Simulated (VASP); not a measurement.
# Te (P4/nmm) in VASP: notebook

One crystal, Te, is run at these levels: PBE+dDsC, PBE0(alpha); tasks: relaxation of cell and atoms, single point.

All numbers are computed with VASP 6.6.1; they aren't measurements. Logs are shortened: lines on timing, memory, paths and dates and some standing lists are left out, and cuts for length are marked.

## Step 1: The crystal as given

It takes space group P4/nmm (No. 129, tetragonal). The conventional cell has a = 5.850 Å, b = 5.850 Å, c = 4.791 Å, α = 90.00°, β = 90.00°, γ = 90.00°. Te (site symmetry -4m2) is surrounded by 4 Te at 3.04 Å. Around Te (site symmetry 4mm) lie 4 Te at 3.04 Å.

The cell was built by a generator and needn't be a form met in nature.

## Step 2: Relaxation of cell and atoms, PBE+dDsC

INCAR reads:

```
SYSTEM = Te
PREC     = Accurate       ! precision mode
ENCUT    = 600            ! plane-wave cutoff, eV
EDIFF    = 1E-6           ! SCF threshold, eV
ISMEAR   = -1             ! smearing method
SIGMA    = 0.05           ! smearing width, eV
LREAL    = .False.        ! projectors in reciprocal space
LASPH    = .True.         ! aspherical terms in the spheres
NELM     = 80             ! most SCF steps
ALGO     = Normal         ! electronic algorithm
ISIF     = 3              ! what is computed and relaxed
LWAVE    = .False.        ! write WAVECAR
LCHARG   = .False.        ! write CHGCAR
GGA      = PE             ! functional
IVDW     = 4              ! dispersion correction
IBRION   = 2              ! ionic algorithm
NSW      = 60             ! ionic steps
EDIFFG   = -0.005         ! ionic threshold
```

KPOINTS reads:

```
Automatic mesh
0
Gamma
  4 4 5
  0 0 0
```

POSCAR reads:

```
Te
1.0
    5.8500400000      0.0000000000      0.0000000000
    0.0000000000      5.8500400000      0.0000000000
    0.0000000000      0.0000000000      4.7912000000
Te
4
Direct
    0.0000000000      0.0000000000      0.0000000000
    0.5000000000      0.5000000000      0.0000000000
    0.0000000000      0.5000000000      0.8300400000
    0.5000000000      0.0000000000      0.1699600000
```

Potentials or basis: VASP PAW PBE potentials, release 64 (Te).

Started as:

```console
$ cat potpaw_PBE.64/Te/POTCAR > POTCAR
$ mpirun -np 1 vasp_std > vasp.out
```

OUTCAR:

```text
SYSTEM = Te
   PREC = Accurate
   ENCUT = 600
   EDIFF = 1E-6
   ISMEAR = -1
   LREAL = .False.
   LASPH = .True.
   NELM = 80
   ISIF = 3
   GGA = PE
   IVDW = 4
   IBRION = 2
   NSW = 60
   EDIFFG = -0.005
  IVDW =   4

 ion  position               nearest neighbor table
   1  0.000  0.000  0.000-   3 3.04   4 3.04   3 3.04   4 3.04
   2  0.500  0.500  0.000-   3 3.04   4 3.04   4 3.04   3 3.04
   3  0.000  0.500  0.830-   1 3.04   2 3.04   1 3.04   2 3.04
   4  0.500  0.000  0.170-   1 3.04   2 3.04   2 3.04   1 3.04

  LATTYP: Found a simple tetragonal cell.
 ALAT       =     5.8500400000
 C/A-ratio  =     0.8190029470

  Lattice vectors:

 A1 = (   5.8500400000,   0.0000000000,   0.0000000000)
 A2 = (   0.0000000000,   5.8500400000,   0.0000000000)
 A3 = (   0.0000000000,   0.0000000000,   4.7912000000)

Analysis of symmetry for initial positions (statically):
=====================================================================
 Subroutine PRICEL returns:
 Original cell was already a primitive cell.

 Routine SETGRP: Setting up the symmetry group for a
 simple tetragonal supercell.

 Subroutine GETGRP returns: Found 16 space group operations
 (whereof  8 operations were pure point group operations)
 out of a pool of 16 trial point group operations.

The static configuration has the point symmetry D_2d.
 The point group associated with its full space group is D_4h.

Analysis of symmetry for dynamics (positions and initial velocities):
=====================================================================
 Subroutine PRICEL returns:
 Original cell was already a primitive cell.

 Routine SETGRP: Setting up the symmetry group for a
 simple tetragonal supercell.

 Subroutine GETGRP returns: Found 16 space group operations
 (whereof  8 operations were pure point group operations)
 out of a pool of 16 trial point group operations.

The dynamic configuration has the point symmetry D_2d.
 The point group associated with its full space group is D_4h.

 Subroutine INISYM returns: Found 16 space group operations
 (whereof  8 operations are pure point group operations),
 and found     1 'primitive' translations

----------------------------------------------------------------------------------------

                                     Primitive cell

  volume of cell :     163.9691

  direct lattice vectors                    reciprocal lattice vectors
     5.850040000  0.000000000  0.000000000     0.170939002  0.000000000  0.000000000
     0.000000000  5.850040000  0.000000000     0.000000000  0.170939002  0.000000000
     0.000000000  0.000000000  4.791200000     0.000000000  0.000000000  0.208715979

  length of vectors
     5.850040000  5.850040000  4.791200000     0.170939002  0.170939002  0.208715979

  position of ions in fractional coordinates (direct lattice)
     0.000000000  0.000000000  0.000000000
     0.500000000  0.500000000  0.000000000
     0.000000000  0.500000000  0.830040000
     0.500000000  0.000000000  0.169960000

  ion indices of the primitive-cell ions
   primitive index   ion index
                 1           1
                 2           2
                 3           3
                 4           4

----------------------------------------------------------------------------------------

 KPOINTS: Automatic mesh

Automatic generation of k-mesh.
 Grid dimensions read from file:
 generate k-points for:    4    4    5

 Generating k-lattice:

  Cartesian coordinates                     Fractional coordinates (reciprocal lattice)
     0.042734751  0.000000000  0.000000000     0.250000000  0.000000000  0.000000000
     0.000000000  0.042734751  0.000000000     0.000000000  0.250000000  0.000000000
     0.000000000  0.000000000  0.041743196     0.000000000  0.000000000  0.200000000

  Length of vectors
     0.042734751  0.042734751  0.041743196

  Shift w.r.t. Gamma in fractional coordinates (k-lattice)
     0.000000000  0.000000000  0.000000000

 Subroutine IBZKPT returns following result:
 ===========================================

 Found     18 irreducible k-points:

 Following reciprocal coordinates:
            Coordinates               Weight
  0.000000  0.000000  0.000000      1.000000
  0.250000  0.000000  0.000000      4.000000
  0.500000  0.000000  0.000000      2.000000
  0.250000  0.250000  0.000000      4.000000
  0.500000  0.250000  0.000000      4.000000
  0.500000  0.500000  0.000000      1.000000
[... 10 lines left out ...]
  0.500000  0.250000  0.400000      8.000000
  0.500000  0.500000  0.400000      2.000000
   k-points           NKPTS =     18   k-points in BZ     NKDIM =     18   number of bands    NBANDS=     16
   number of dos      NEDOS =    301   number of ions     NIONS =      4
   total plane-waves  NPLWV =  92160
   dimension x,y,z NGX =    48 NGY =   48 NGZ =   40
   dimension x,y,z NGXF=    96 NGYF=   96 NGZF=   80
   ions per type =               4
   NGX,Y,Z   is equivalent  to a cutoff of  13.64, 13.64, 13.88 a.u.
   NGXF,Y,Z  is equivalent  to a cutoff of  27.28, 27.28, 27.76 a.u.
 SYSTEM =  Te
   PREC   = accura    normal or accurate (medium, high low for compatibility)
   ISTART =      0    job   : 0-new  1-cont  2-samecut
   ICHARG =      2    charge: 1-file 2-atom 10-const
   ISPIN  =      1    spin polarized calculation?
   LNONCOLLINEAR =      F non collinear calculations
   LSORBIT =      F    spin-orbit coupling
   LASPH  =      T    aspherical Exc in radial PAW
   ENCUT  =  600.0 eV  44.10 Ry    6.64 a.u.  11.68 11.68  9.57*2*pi/ulx,y,z
   NELM   =     80;   NELMIN=  2; NELMDL= -5     # of ELM steps
   EDIFF  = 0.1E-05   stopping-criterion for ELM
   LREAL  =      F    real-space projection
   EDIFFG = -.5E-02   stopping-criterion for IOM
   NSW    =     60    number of steps for IOM
   IBRION =      2    ionic relax: 0-MD 1-quasi-New 2-CG
   NFREE  =      1    steps in history (QN), initial steepest desc. (CG)
   ISIF   =      3    stress and relaxation
   ISYM   =      2    0-nonsym 1-usesym 2-fastsym
   POTIM  = 0.5000    time-step for ionic-motion
   TEBEG  =    0.0;   TEEND  =   0.0 temperature during run
   PSTRESS=    0.0 pullay stress
   NELECT =      24.0000    total number of electrons
   NUPDOWN=      -1.0000    fix difference up-down
   EMIN   =  10.00;   EMAX   =-10.00  energy-range for DOS
   EFERMI =   0.00;   METHOD = LEGACY
   ISMEAR =    -1;   SIGMA  =   0.05  broadening in eV -4-tet -1-fermi 0-gaus
   EFERMI_NEDOS =   21; number of points for ismear=-14 and -15
   IALGO  =     38    algorithm
   IMIX   =      4    mixing-type and parameters
     AMIX     =   0.40;   BMIX     =  1.00
     AMIX_MAG =   1.60;   BMIX_MAG =  1.00
  volume/ion in A,a.u.               =      40.99       276.63
  Fermi-wavevector in a.u.,A,eV,Ry     =   0.862762  1.630385 10.127621  0.744359
  Thomas-Fermi vector in A             =   1.980613
   LORBIT       =      0    0 simple, 1 ext, 2 COOP (PROOUT), +10 PAW based schemes
   GGA     = PE    functional components
   LHFCALC =     F    Hartree Fock is set to
   AEXX    =    0.0000 exact exchange contribution
   IVDW    =     4    specifies the selected vdW correction
   LEPSILON=     F    determine dielectric tensor
   LRPA    =     F    only Hartree local field effects (RPA)
 conjugate gradient relaxation of ions
 non-spin polarized calculation
  energy-cutoff  :      600.00
  volume of cell :      163.97
 maximum number of plane-waves:      5528
 NGX is ok and might be reduce to    48
   NGX = 23   NGY = 23   NGZ = 19

--------------------------------------- Ionic step        1  -------------------------------------------

 number of electron      24.0000001 magnetization

 Free energy of the ion-electron system (eV)
  ---------------------------------------------------
  ext. energy  EPLUGINS =         0.00000000
  ---------------------------------------------------
  free energy    TOTEN  =       -12.15467444 eV

  energy without entropy =      -12.14930059  energy(sigma->0) =      -12.15198752

------------------------ aborting loop because EDIFF is reached ----------------------------------------

  dDsC method for vdW energy calculation

  Number of pair interactions contributing to vdW energy:   31932

  Edisp (eV):   -0.78683

  FORCE on cell =-STRESS in cart. coord.  units (eV):
  Direction    XX          YY          ZZ          XY          YZ          ZX
  --------------------------------------------------------------------------------------
  -------------------------------------------------------------------------------------
  Total      -1.49760    -1.49760    -0.85791     0.00000     0.00000     0.00000
  in kB     -14.63334   -14.63334    -8.38280     0.00000     0.00000     0.00000
  external pressure =      -12.55 kB  Pullay stress =        0.00 kB
[... 107 lines left out ...]
  FREE ENERGIE OF THE ION-ELECTRON SYSTEM (eV)
  ---------------------------------------------------
  free  energy   TOTEN  =       -12.9483129582 eV

  energy  without entropy=      -12.9430651233  energy(sigma->0) =      -12.94568904

[... ionic steps 4 to 19 ...]

--------------------------------------- Ionic step       20  -------------------------------------------

 number of electron      24.0000002 magnetization

------------------------ aborting loop because EDIFF is reached ----------------------------------------

  dDsC method for vdW energy calculation

  Number of pair interactions contributing to vdW energy:   35868
[... 77 lines left out ...]
  energy  without entropy=      -12.9700458893  energy(sigma->0) =      -12.97311336

--------------------------------------- Ionic step       22  -------------------------------------------

 number of electron      24.0000002 magnetization

 Free energy of the ion-electron system (eV)
  ---------------------------------------------------
  ext. energy  EPLUGINS =         0.00000000
  ---------------------------------------------------
  free energy    TOTEN  =       -12.10399064 eV

  energy without entropy =      -12.09820725  energy(sigma->0) =      -12.10109895

 E-fermi :   5.1053     XC(G=0):  -8.6289

 val. band max:        5.0639272854   @ k =   0.0000   0.0000   0.2000
 cond. band min:       5.1926833975   @ k =   0.5000   0.5000   0.4000
 fundamental gap:      0.1287561121
 Fermi energy:         5.1053038097

 k-point     1 :       0.0000    0.0000    0.0000
  band No.  band energies     occupation
      1      -8.4715      2.00000
      2      -6.0143      2.00000
      3      -5.8317      2.00000
      4      -3.2607      2.00000
      5      -0.8409      2.00000
      6      -0.8409      2.00000
[... 8 lines left out ...]
     15       8.0611      0.00000
     16       8.6973      0.00000
[... 308 lines left out ...]
      2      -6.4078      2.00000
      3      -6.3774      2.00000
      4      -6.3774      2.00000
      5       1.2392      2.00000
      6       1.2392      2.00000
[... 8 lines left out ...]
     15       5.4796      0.00112
     16       5.4796      0.00112

------------------------ aborting loop because EDIFF is reached ----------------------------------------

  Hirshfeld-DOM and Hirshfeld charges and relative Volumes:
            ion         q(e)           q(e)           rel_vol
   -----------------------------------------------------------
      1     Te         -0.011         -0.009          1.066
      2     Te         -0.011         -0.009          1.063
      3     Te          0.011          0.009          1.058
      4     Te          0.011          0.009          1.058

  dDsC method for vdW energy calculation

  Number of pair interactions contributing to vdW energy:   35688

  Edisp (eV):   -0.87258

  FORCE on cell =-STRESS in cart. coord.  units (eV):
  Direction    XX          YY          ZZ          XY          YZ          ZX
  --------------------------------------------------------------------------------------
  -------------------------------------------------------------------------------------
  Total       0.01000     0.01000    -0.01865     0.00000     0.00000     0.00000
  in kB       0.10886     0.10886    -0.20305     0.00000     0.00000     0.00000
  external pressure =        0.00 kB  Pullay stress =        0.00 kB
[... 19 lines left out ...]
  FREE ENERGIE OF THE ION-ELECTRON SYSTEM (eV)
  ---------------------------------------------------
  free  energy   TOTEN  =       -12.9765698721 eV

  energy  without entropy=      -12.9707864810  energy(sigma->0) =      -12.97367818

 reached required accuracy - stopping structural energy minimisation
```

Run time: 6.8 min. Hardware: 1 thread of Intel Xeon Platinum 8488C (Sapphire Rapids), shared host; peak memory 0.33 GiB.

What came out:

```yaml
Free_energy: -12.9766 eV
Relaxed_volume: 36.78 Å³/atom
Relaxed_cell: a = 5.784 Å, b = 5.784 Å, c = 4.398 Å, α = 90.00°, β = 90.00°, γ = 90.00°
Space_group_after_relaxing_to_0.05_Å: P4/nmm (No. 129)
Energy_gained_by_relaxing: 8.8 meV/atom
Ionic_steps: 22
Pressure_after_relaxing: 0.0 GPa
Band_gap_on_the_k_mesh: 0.13 eV, indirect (least direct gap 0.78 eV)
Dispersion_energy_per_atom: -0.218 eV
```

Step by step:
| step | energy change (eV) | largest force (eV/Å) | pressure (GPa) | volume (Å³) |
| --- | --- | --- | --- | --- |
| 1 | 0.0000 | 0.0487 | -1.25 | 163.97 |
| 2 | 0.0162 | 0.1646 | 0.80 | 156.46 |
| 3 | -0.0068 | 0.0114 | -0.70 | 161.72 |
| 4 | -0.0044 | 0.0715 | -0.12 | 159.56 |
| 5 | -0.0102 | 0.0772 | -0.12 | 158.36 |
| 6 | -0.0250 | 0.0801 | -0.11 | 154.75 |
| 7 | -0.0333 | 0.0617 | 0.01 | 147.49 |
| 8 | -0.0328 | 0.0624 | 0.02 | 147.24 |
| 9 | -0.0341 | 0.0388 | -0.04 | 147.24 |
| 10 | -0.0356 | 0.0079 | -0.14 | 147.22 |
| 11 | -0.0344 | 0.0151 | -0.03 | 146.90 |
| 12 | -0.0330 | 0.0220 | 0.07 | 146.60 |
| 13 | -0.0330 | 0.0207 | 0.08 | 146.59 |
| 14 | -0.0331 | 0.0153 | 0.09 | 146.57 |
| 15 | -0.0328 | 0.0107 | 0.09 | 146.53 |
| 16 | -0.0331 | 0.0090 | 0.09 | 146.56 |
| 17 | -0.0356 | 0.0092 | -0.08 | 147.03 |
| 18 | -0.0356 | 0.0088 | -0.08 | 147.02 |
| 19 | -0.0344 | 0.0001 | 0.00 | 146.79 |
| 20 | -0.0345 | 0.0000 | 0.01 | 146.82 |
| 21 | -0.0347 | 0.0003 | 0.02 | 146.92 |
| 22 | -0.0351 | 0.0012 | 0.00 | 147.12 |

Final structure:
```
Te
1.0
     5.78365    0.00000    0.00000
     0.00000    5.78365    0.00000
     0.00000    0.00000    4.39819
Te
4
Direct
  0.00000 0.00000 0.00000
  0.50000 0.50000 0.00000
  0.00000 0.50000 0.81275
  0.50000 0.00000 0.18725
```

Caveat: spin-orbit coupling is left out, which moves the levels of the heavy elements; an odd mesh through Γ misses points on the zone boundary, where band edges often lie. Expect the measured gap to be larger: semilocal functionals such as PBE lack the derivative discontinuity.

## Step 3: Single point, PBE0(alpha)

POSCAR is that of step 2.

INCAR.step1 reads:

```
SYSTEM = Te
  ALGO = Normal
  EDIFF = 1E-5
  ENCUT = 520
  GGA = PE
  ISIF = 2
  ISMEAR = -1
  LASPH = .TRUE.
  LCHARG = .FALSE.
  LREAL = .FALSE.
  LWAVE = .TRUE.
  NBANDS = 20
  NELM = 80
  PREC = Accurate
  SIGMA = 0.05
```

INCAR.step2 reads:

```
SYSTEM = Te
  AEXX = 0.05
  ALGO = Normal
  EDIFF = 1E-6
  ENCUT = 520
  GGA = PE
  HFRCUT = -1
  ISIF = 2
  ISMEAR = -1
  ISTART = 1
  LASPH = .TRUE.
  LCHARG = .FALSE.
  LHFCALC = .TRUE.
  LREAL = .FALSE.
  LWAVE = .FALSE.
  NBANDS = 20
  NELM = 80
  PREC = Accurate
  PRECFOCK = Fast
  SIGMA = 0.05
```

KPOINTS reads:

```
k-points
0
G
  3 3 3
  0 0 0
```

Potentials or basis: VASP PAW PBE potentials, release 64 (Te).

Started as:

```console
$ cat potpaw_PBE.64/Te/POTCAR > POTCAR
$ cp INCAR.step1 INCAR
$ mpirun -np 1 vasp_std > vasp.out
$ cp INCAR.step2 INCAR
$ mpirun -np 1 vasp_std > vasp.out
```

Wall time 78 s (1 thread of AMD EPYC 9R45 (Zen 5), shared host); peak memory 0.24 GiB.

It converged, with:

| Item | Value |
| --- | --- |
| Free energy | -13.3048 eV |
| Pressure | -0.6 GPa |
| Largest force | 0.026 eV/Å |
| Band gap on the k mesh | 0.74 eV, indirect (least direct gap 1.00 eV) |

Forces on the atoms (eV/Å):
```
Te   0.000  0.000  0.000
Te   0.000  0.000  0.000
Te   0.000  0.000 -0.026
Te   0.000  0.000  0.026
```

Stress tensor (GPa, compression positive):
```
-1.04  0.00  0.00
 0.00 -1.04  0.00
 0.00  0.00  0.15
```

Levels at points of the mesh, in eV from the valence-band top:
```
           k point  band 9  band 10  band 11  band 12  band 13  band 14  band 15  band 16
(0.00, 0.00, 0.00)   -2.22    -1.28    -0.92     0.00     2.28     2.28     3.54     3.80
```

Caveat: the k mesh is coarse (spacing up to 0.44 Å⁻¹), so the values aren't converged, least of all with exact exchange; the PAW data sets were made with another functional, which shifts forces and pressure a little; spin-orbit coupling is left out, which moves the levels of the heavy elements; an odd mesh through Γ misses points on the zone boundary, where band edges often lie.

## Step 4: Single point, PBE0(alpha)

POSCAR is that of step 3.

INCAR.step1 is that of step 3.

Edit INCAR.step2 of step 3 so:

```diff
@@ -1,3 +1,3 @@
 SYSTEM = Te
-  AEXX = 0.05
+  AEXX = 0.1
   ALGO = Normal
```

KPOINTS is that of step 3.

Started as:

```console
$ cat potpaw_PBE.64/Te/POTCAR > POTCAR
$ cp INCAR.step1 INCAR
$ mpirun -np 1 vasp_std > vasp.out
$ cp INCAR.step2 INCAR
$ mpirun -np 1 vasp_std > vasp.out
```

Run time: 2.3 min. Hardware: 1 thread of AMD EPYC 9R45 (Zen 5), shared host; peak memory 0.25 GiB.

It converged, with:

* Free energy: -14.2931 eV
* Pressure: -1.1 GPa
* Largest force: 0.043 eV/Å
* Band gap on the k mesh: 0.96 eV, indirect (least direct gap 1.19 eV)

Forces in eV/Å, atoms in the order of the input:
```
Te   0.000  0.000  0.000
Te   0.000  0.000  0.000
Te   0.000  0.000  0.043
Te   0.000  0.000 -0.043
```

Stress tensor (GPa, compression positive):
```
-1.59  0.00  0.00
 0.00 -1.59  0.00
 0.00  0.00  0.02
```

Levels at points of the mesh, in eV from the valence-band top:
| k point | band 8 | band 9 | band 10 | band 11 | band 12 | band 13 | band 14 | band 15 | band 16 | band 17 |
| --- | --- | --- | --- | --- | --- | --- | --- | --- | --- | --- |
| (0.00, 0.00, 0.00) | -3.74 | -2.27 | -1.32 | -0.94 | 0.00 | 2.57 | 2.57 | 3.82 | 4.12 | 4.12 |

Caveat: the k mesh is coarse (spacing up to 0.44 Å⁻¹), so the values aren't converged, least of all with exact exchange; the PAW data sets were made with another functional, which shifts forces and pressure a little; spin-orbit coupling is left out, which moves the levels of the heavy elements; an odd mesh through Γ misses points on the zone boundary, where band edges often lie.

## Step 5: Overview

| task | level | cell | k mesh | cutoff (eV) | share of exact exchange | grid for exact exchange (PRECFOCK) | exchange at q = 0 | mesh quality | gap on the mesh (eV) | pressure (GPa) | largest force (eV/Å) |
| --- | --- | --- | --- | --- | --- | --- | --- | --- | --- | --- | --- |
| relaxation of cell and atoms | PBE+dDsC | relaxed | 4 × 4 × 5 | 600 | - | - | - | not flagged | 0.13 | 0.0 | - |
| single point | PBE0(alpha) | as given | 3 × 3 × 3 | 520 | 0.05 | Fast | truncated | coarse | 0.74 | -0.6 | 0.03 |
| single point | PBE0(alpha) | as given | 3 × 3 × 3 | 520 | 0.1 | Fast | truncated | coarse | 0.96 | -1.1 | 0.04 |

Alike in all rows: potentials or basis VASP PAW PBE potentials, release 64 (Te); no spin polarisation; smearing fermi-dirac 0.05 eV.

Caveats: some runs use coarse meshes; spin-orbit coupling is left out, which moves the levels of the heavy elements; an odd mesh through Γ misses points on the zone boundary, where band edges often lie; the PAW data sets were made with another functional, which shifts forces and pressure a little (some runs).

Total energies depend on the potentials used, so only differences within one code and one set of settings carry meaning.
